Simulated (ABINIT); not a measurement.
Runs of ABINIT 10.8.3 (patched build) on Hf. It takes space group P6_3/mmc (No. 194, hexagonal). Conventional cell: a = 3.197 Å, b = 3.197 Å, c = 5.058 Å, α = 90.00°, β = 90.00°, γ = 120.00°. Hf (site symmetry -6m2) is surrounded by 12 Hf at 3.13 to 3.20 Å. 

| task | level | potentials or basis | k mesh | smearing | bands in the sums | broadening (eV) | scissor shift (eV) | tensor components | stop of the response cycle (tolvrs) | gap on the mesh (eV) | pressure (GPa) |
| --- | --- | --- | --- | --- | --- | --- | --- | --- | --- | --- | --- |
| optical spectrum | PBE | PseudoDojo NC SR PBE v0.4.1 standard | 16 × 16 × 8, shifted | gaussian 0.2 eV | 20 | 0.05 | 0 | [11, 33] | - | - | 0.5 |
| phonons | LDA | PseudoDojo NC SR LDA v0.4.1 standard | 12 × 12 × 6 | methfessel-paxton 0.1 eV | - | - | - | - | 1e-08 | none | -9.0 |
| single point | PBE | PseudoDojo NC SR PBE v0.4.1 standard | 8 × 8 × 4 | fermi-dirac 0.05 eV | - | - | - | - | - | none | (a) |
| single point | LDA | PseudoDojo NC SR LDA v0.4.1 standard | 8 × 8 × 4 | fermi-dirac 0.05 eV | - | - | - | - | - | none | -9.2 |

Alike in all rows: no spin polarisation; cell as given; cutoff (eV) 707.

Fill in the values left out.

(a) 0.3.

Caveats: the intraband (Drude) term is left out (some runs); spectra need much finer meshes, so this one isn't converged (some runs); independent-particle spectra lack excitons (some runs); the cell is more than 3 GPa from zero pressure, which shifts response properties (some runs).

A k mesh can miss the band edges, and the runs leave out spin-orbit coupling on Hf.

A gap of «none» marks a metal or a gap under the smearing width.
